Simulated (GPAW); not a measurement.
# GaN (P6_3mc) in GPAW: single point with PBE

Aim: the single point of GaN with PBE.

All numbers are computed with GPAW 26.7.0; they aren't measurements. Logs are shortened: lines on timing, memory, paths and dates and some standing lists are left out, and cuts for length are marked. The log counts tension as positive stress, the text compression.

## (1) The undisturbed crystal

The structure is hexagonal, space group P6_3mc (No. 186). The conventional cell has a = 3.180 Å, b = 3.180 Å, c = 5.166 Å, α = 90.00°, β = 90.00°, γ = 120.00°. Ga (site symmetry 3m) is surrounded by 4 N at 1.94 to 1.95 Å. N (site symmetry 3m) is surrounded by 4 Ga at 1.94 to 1.95 Å.

## (2) Single point, PBE (atoms moved at random, drawn with an rms of 0.05 Å)

Contents of run.py:

```python
from ase import Atoms
from ase.dft.bandgap import bandgap
from ase.io import write
from ase.units import GPa
from gpaw import GPAW, PW

atoms = Atoms(['Ga', 'Ga', 'N', 'N'],
              cell=[[3.18, 0.0, 0.0],
                    [-1.59, 2.753960784, 0.0],
                    [0.0, 0.0, 5.166]],
              scaled_positions=[[0.677932, 0.337742, 0.498947],
                                [0.345992, 0.669724, 0.010592],
                                [0.670247, 0.342543, 0.876186],
                                [0.334197, 0.65293, 0.374213]],
              pbc=True)

calc = GPAW(mode=PW(800),
            xc='PBE',
            kpts={'size': (10, 10, 5), 'gamma': True},
            occupations={'name': 'fermi-dirac', 'width': 0.05},
            nbands=18,
            convergence={'density': 1e-05, 'energy': 1e-05},
            maxiter=150,
            txt='gpaw.txt')
atoms.calc = calc
energy = atoms.get_potential_energy()
forces = atoms.get_forces()
stress = atoms.get_stress()
calc.write('gs.gpw')
write('result.traj', atoms)
print(f'Energy: {energy:.6f} eV')
print('Forces (eV/A):')
print(forces.round(4))
print('Stress (GPa):', (stress / GPa).round(3))
print('Fermi level:', round(calc.get_fermi_level(), 4), 'eV')
print(f'Gap: {bandgap(calc)[0]:.4f} eV, direct: {bandgap(calc, direct=True)[0]:.4f} eV')
```

Potentials or basis: GPAW PAW data sets (gpaw-data 1.2.1), pw.

The run is started by

```bash
OMP_NUM_THREADS=1 python run.py
```

gpaw.txt:

```text
__  _  _
 | _ |_)|_||  |
 |__||  | ||/\| - 26.7.0

Input parameters:
  mode=PW(ecut=800.0),
  convergence={'density': 1e-05, 'energy': 1e-05},
  kpts=MonkhorstPack(size=(10, 10, 5), gamma=True),
  maxiter=150,
  nbands=18,
  occupations=Occupations(name='fermi-dirac', width=0.05),
  xc=XC(name='PBE')

Diagonalizing LCAO Hamiltonian
Converting LCAO to pw mode

           N

           Ga
        N

        Ga

Atoms  # Å, Bohr magnetons
|   | symbol |        x |        y |        z |    initial magnetic moments |
|---|--------|----------|----------|----------|-----------------------------|
| 0 |     Ga | 1.618814 | 0.930128 | 2.577560 | ( 0.0000,  0.0000,  0.0000) |
| 1 |     Ga | 0.035393 | 1.844394 | 0.054718 | ( 0.0000,  0.0000,  0.0000) |
| 2 |      N | 1.586742 | 0.943350 | 4.526377 | ( 0.0000,  0.0000,  0.0000) |
| 3 |      N | 0.024588 | 1.798144 | 1.933184 | ( 0.0000,  0.0000,  0.0000) |

Unit cell  # Å
| periodic |         x |        y |        z |  lengths |     angles |
|----------|-----------|----------|----------|----------|------------|
|      yes |  3.180000 | 0.000000 | 0.000000 | 3.180000 |  90.000000 |
|      yes | -1.590000 | 2.753961 | 0.000000 | 3.180000 |  90.000000 |
|      yes |  0.000000 | 0.000000 | 5.166000 | 5.166000 | 120.000000 |

Number of symmetries: 1
Symmetry operations  # r_c * U_cc + t_c -> r_c
|   | kind |            matrix            |
|---|------|------------------------------|
| 0 |  E   |  1, 0, 0,  0, 1, 0,  0, 0, 1 |

BZ-sampling:
  Number of BZ points: 500
  Number of IBZ points: 252

  Monkhorst-Pack size: [10, 10, 5]
  Monkhorst-Pack shift: [0.05, 0.05, 0.0]

K-points  # in reciprocal-cell coordinates
|     |                                coordinates |     weight |
|-----|--------------------------------------------|------------|
|   0 | (  0.00000000,   0.00000000,   0.00000000) | 0.00200000 |
|   1 | (  0.00000000,   0.00000000,   0.20000000) | 0.00400000 |
|   2 | (  0.00000000,   0.00000000,   0.40000000) | 0.00400000 |
|   3 | (  0.00000000,   0.10000000,  -0.40000000) | 0.00400000 |
|   4 | (  0.00000000,   0.10000000,  -0.20000000) | 0.00400000 |
|   5 | (  0.00000000,   0.10000000,   0.00000000) | 0.00400000 |
|   6 | (  0.00000000,   0.10000000,   0.20000000) | 0.00400000 |
|   7 | (  0.00000000,   0.10000000,   0.40000000) | 0.00400000 |
|   8 | (  0.00000000,   0.20000000,  -0.40000000) | 0.00400000 |
|   9 | (  0.00000000,   0.20000000,  -0.20000000) | 0.00400000 |
| ... |                                            |            |
| 251 | (  0.50000000,   0.50000000,   0.40000000) | 0.00400000 |

Plane wave coefficients: 2352
Cutoff: 800.0 eV

Spin-components: 1 (collinear spins)
Bands:           18
Projectors:      20
Spin-degeneracy: 2
Datatype:        complex128

Density:
  Valence electrons: 16.0
  Components: 1
  Grid points: [21 21 35]
  Charge: 0.0  # |e|

Potential:
  Grid points: [21 21 35]

species:
  Ga:
    name:    Gallium
    Z:       31.0
    valence: 3
    core:    28
    charge:  0.0  # [|e|]
    compensation charges:
      type: gauss
      rc: 0.37  # [Å]
      lmax: 2
    cutoffs:
      filter: 2.06  # [Å]
      core: 4.17  # [Å]
    projectors
    | kind |    occ | energy [eV] | rcut [Å] |
    |------|--------|-------------|----------|
    |   4s |  2.000 |      -8.945 |    1.164 |
    |   4p |  1.000 |      -2.580 |    1.164 |
    |    s |        |      18.266 |    1.164 |
    |    p |        |      24.631 |    1.164 |
    |    d |        |       0.000 |    1.164 |

    Using partial waves for Ga as LCAO basis

  N:
    name:    Nitrogen
    Z:       7.0
    valence: 5
    core:    2
    charge:  0.0  # [|e|]
    compensation charges:
      type: gauss
      rc: 0.18  # [Å]
      lmax: 2
    cutoffs:
      filter: 1.11  # [Å]
      core: 0.96  # [Å]
    projectors
    | kind |    occ | energy [eV] | rcut [Å] |
    |------|--------|-------------|----------|
    |   2s |  2.000 |     -18.583 |    0.603 |
    |   2p |  3.000 |      -7.089 |    0.529 |
    |    s |        |       8.629 |    0.603 |
    |    p |        |      20.123 |    0.529 |
    |    d |        |       0.000 |    0.577 |

    Using partial waves for N as LCAO basis

Reference energy: -108732.786066  # eV

eigensolver:
  PPCG
  Converge bands: occupied
  niter=2

density mixing:
  MSR1-Mixer
  Pratt-step length: 0.05
  Maximum mixing coefficient: 0.75
  Old densities: 10
  SVD Regularization: 0.005
  Good broyden scale: 1.0
  Trust region scale: 1.0
  Backstep threshold: 4.0
  History deletion threshold: 6.0
  Fourier metric: weight=20.0, sigma=0.015

occupation numbers:
  Fermi-Dirac:
    width: 0.0500  # eV

poisson solver:
  ecut: 6400.0  # eV

xc functional:
  name: PBE with 2 nearest neighbor stencil

convergence criteria:
- Maximum integral of absolute [dens]ity change: 1e-05 electrons / valence electron
- Maximum [total energy] change in last 3 cyles: 1e-05 eV / valence electron
- Maximum integral of absolute [eigenst]ate change: 4e-08 eV^2 / valence electron
maximum number of iterations: 150

SCF iterations
|iter     | |      energy | eigst |  dens |
|---------|-|-------------|-------|-------|
|iter:   1| |  -27.745931 | -0.15 |       |
|iter:   2| |  -26.751767 | -1.84 | -0.56 |
|iter:   3| |  -24.053668 | -0.52 | -0.62 |
|iter:   4| |  -24.052555 | -2.89 | -1.29 |
|iter:   5| |  -24.054258 | -3.44 | -1.56 |
|iter:   6| |  -24.054278 | -5.27 | -2.87 |
|iter:   7| |  -24.054297c| -5.66 | -3.18 |
|iter:   8| |  -24.054291c| -6.09 | -3.42 |
|iter:   9| |  -24.054292c| -8.01c| -4.31 |
|iter:  10| |  -24.054292c| -8.09c| -4.82 |
|iter:  11| |  -24.054292c| -8.72c| -5.28c|

Converged in 11 steps
Energy contributions relative to reference atoms: (reference = -108732.786066)

Energy contributions:
  Kinetic:          72.641437
  Coulomb:         -63.633007
  Zero:              0.307386
  External:          0.000000
  Xc:              -33.370108
  Entropy:          -0.000000
  Spinorbit:         0.000000
  ----------------------------
  Free energy:     -24.054292
  Extrapolated:    -24.054292

dipole moment: (0.254554, 0.050988, -10.721779)  # |e|*Ang

Fermi level: 7.596
Eigenvalues  # (at kpt = [0.000, 0.000, 0.000])
| band index |      eig [eV] | occ [0-2] |
|------------|---------------|-----------|
|          0 |        -9.466 |     2.000 |
|          1 |        -7.011 |     2.000 |
|          2 |        -0.613 |     2.000 |
|          3 |         5.334 |     2.000 |
|          4 |         5.579 |     2.000 |
|          5 |         6.437 |     2.000 |
[... 8 lines left out ...]
|         14 |        18.188 |     0.000 |
|         15 |        18.739 |     0.000 |
|        ... |               |           |
|         17 |        21.715 |     0.000 |

Gap: 1.954 eV
Transition (v -> c):
  (s=0, k=0, n=7, [0.00, 0.00, 0.00]) -> (s=0, k=0, n=8, [0.00, 0.00, 0.00])
No difference between direct/indirect transitions

Forces  # eV/Ang
|        x |        y |        z |
|----------|----------|----------|
| -0.10134 | -0.71253 |  0.54426 |  # Ga   0
| -0.59436 |  0.26577 | -1.79621 |  # Ga   1
|  0.63291 | -0.32453 |  0.22672 |  # N    2
|  0.06280 |  0.77075 |  1.02466 |  # N    3

Stress tensor  # eV/Ang^3
|         x |         y |         z |
|-----------|-----------|-----------|
| -0.104785 |  0.009226 |  0.008787 |
|  0.009226 | -0.065348 |  0.006205 |
|  0.008787 |  0.006205 | -0.129702 |

# Writing to gs.gpw (mode='')
```

It took 81 s on 1 thread of AMD EPYC 9R45 (Zen 5), shared host; peak memory 0.45 GiB.

Results:

* Free energy: -24.0543 eV
* Pressure: 16.0 GPa
* Largest force: 1.911 eV/Å
* Band gap on the k mesh: 1.95 eV, direct

Forces on the atoms (eV/Å):
```
Ga  -0.101 -0.713  0.544
Ga  -0.594  0.266 -1.796
N    0.633 -0.325  0.227
N    0.063  0.771  1.025
```

Levels at points of the mesh, in eV from the valence-band top:
```csv
k point,band 5,band 6,band 7,band 8,band 9,band 10,band 11,band 12
"(0.00, 0.00, 0.00)",-1.09,-0.23,-0.08,0.00,1.95,4.36,9.18,9.90
"(0.00, 0.50, 0.00)",-4.51,-2.91,-2.31,-1.02,5.00,5.52,5.80,8.64
"(0.50, 0.00, 0.00)",-4.41,-2.85,-2.47,-1.00,5.04,5.61,6.06,8.66
"(0.50, 0.50, 0.00)",-4.35,-2.82,-2.59,-0.96,5.01,5.71,6.26,8.67
```
